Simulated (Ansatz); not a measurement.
## Structure search for Ge

Level of theory: DFT PBE+D3(BJ), scalar-relativistic, plane waves, PAW in Ansatz 0.2.0. All cells share a 420 eV cutoff and Γ-centred k meshes spaced at most about 0.3 Å⁻¹ (about 0.25 or finer for metals, 2π included). No spin polarisation.

Energies count from the standard state of Ge at the same level.

All energies are static (0 K, no zero-point motion). Larger cells and other orderings weren't all tried, so the list isn't exhaustive. The k mesh leaves some 4 meV/atom of noise in the energy of each metallic cell. The zero gap of Fd-3m, P6_3/mmc may come from the functional, which often closes small gaps.

Invented guesses and database cells were relaxed alike, and ends that match in structure were merged. ΔE counts from the first row. Coordination counts all near atoms (those within 1.25 times the shortest such distance or 1.15 times the sum of covalent radii). The ends were matched against large subsets of the Crystallography Open Database and the Materials Project, so a missing match doesn't prove that a structure is unreported.

```json
{"#": "1", "reached from": "a measured cell (COD)", "type and space group": "diamond, Fd-3m (No. 227)", "atoms": "2", "Å³/atom": "23.1", "coordination": "Ge 4", "ΔE (meV/atom)": "0", "gap on mesh (eV)": "0.00", "in databases": "COD"}
{"#": "2", "reached from": "a Materials Project cell", "type and space group": "P6_3/mmc (No. 194)", "atoms": "8", "Å³/atom": "23.1", "coordination": "Ge 4", "ΔE (meV/atom)": "8", "gap on mesh (eV)": "0.00", "in databases": "Materials Project"}
{"#": "3", "reached from": "a Materials Project cell (its symmetry changed)", "type and space group": "Cmmm (No. 65)", "atoms": "1", "Å³/atom": "18.6", "coordination": "Ge 8", "ΔE (meV/atom)": "181", "gap on mesh (eV)": "0.00", "in databases": "Materials Project, symmetry changed"}
{"#": "4", "reached from": "sheets of the P type stacked in turn", "type and space group": "P-3m1 (No. 164)", "atoms": "2", "Å³/atom": "24.1", "coordination": "Ge 3", "ΔE (meV/atom)": "278", "gap on mesh (eV)": "0.00", "in databases": "no match"}
```

The lowest: Space group Fd-3m (No. 227), cubic, a = 5.699 Å. Ge is surrounded by 4 Ge at 2.47 Å. It is a structure that the Crystallography Open Database (COD) lists.

```
Ge
1.0
     0.00000    2.84969    2.84969
     2.84969    0.00000    2.84969
     2.84969    2.84969    0.00000
Ge
2
Direct
  0.00000 0.00000 0.00000
  0.25000 0.25000 0.25000
```

The second: Space group P6_3/mmc (No. 194), hexagonal, a = 4.020 Å, c = 13.209 Å. Ge on its first site has 4 Ge at 2.46 Å; Ge on its second site has 4 Ge at 2.46–2.49 Å. Counting all near atoms, the first and the second both have Ge 4. Cells relaxed within their symmetry can be saddle points. Some structure types and database cells were kept out of the candidates from the start, so a known form may be missing.
